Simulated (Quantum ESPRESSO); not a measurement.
B in Quantum ESPRESSO: convergence with smearing width

B:

```
B
1.0
     1.62456    0.00000    0.00000
     0.00000    2.86615    0.00000
     0.00000    0.00000    3.91440
B
2
Cartesian
  0.0000 1.4677 2.4109
  0.8351 0.0157 1.5561
```

The cell was built by a generator and needn't be a form met in nature.

The cell isn't the ideal one: atoms moved at random, drawn with an rms of 0.05 Å.

```yaml
Program: Quantum ESPRESSO 7.5
Task: single point
Functional: PBE
Potentials_or_basis: PseudoDojo 0.5 SR PBE standard
Cutoff: 1034 eV
Density_cutoff: 4136 eV
k_mesh: 16 × 9 × 7
Occupations: cold, width 0.5 eV
Spin: no spin polarisation
```

These are the settings of the first run; the series varies smearing width, with any setting tied to it.

Hardware: 1 thread of Arm Neoverse V2, on a shared host.

The values tried are 0.5 eV, 0.3 eV, 0.2 eV, 0.136 eV, 0.1 eV, 0.05 eV, 0.025 eV, 0.01 eV, loosest first. From which on does the pressure stay within 0.1 GPa of the tightest run that finished?

From 0.3 eV on.

```tsv
smearing width	energy less the tightest run, at zero smearing (meV/atom)	pressure (GPa)	largest force (eV/Å)	SCF cycles	CPU time (s)	peak memory (GiB)
0.5 eV	-0.73	-0.06	0.281	7	37	0.11
0.3 eV	0.05	-0.02	0.282	8	41	0.11
0.2 eV	0.20	0.00	0.280	8	41	0.11
0.136 eV	0.12	0.02	0.278	8	45	0.11
0.1 eV	0.04	0.04	0.277	8	41	0.11
0.05 eV	-0.02	0.07	0.279	8	41	0.11
0.025 eV	-0.01	0.08	0.281	8	41	0.11
0.01 eV	0.00	0.07	0.280	7	37	0.11
```

Against the tightest run, the energy stays within 1 meV/atom from 0.5 eV on; the largest force stays within 0.005 eV/Å from 0.5 eV on. Narrower smearing needs a denser k mesh, so at a fixed mesh the narrowest width isn't the most accurate. The tightest run that finished is the yardstick and may itself not be fully converged.
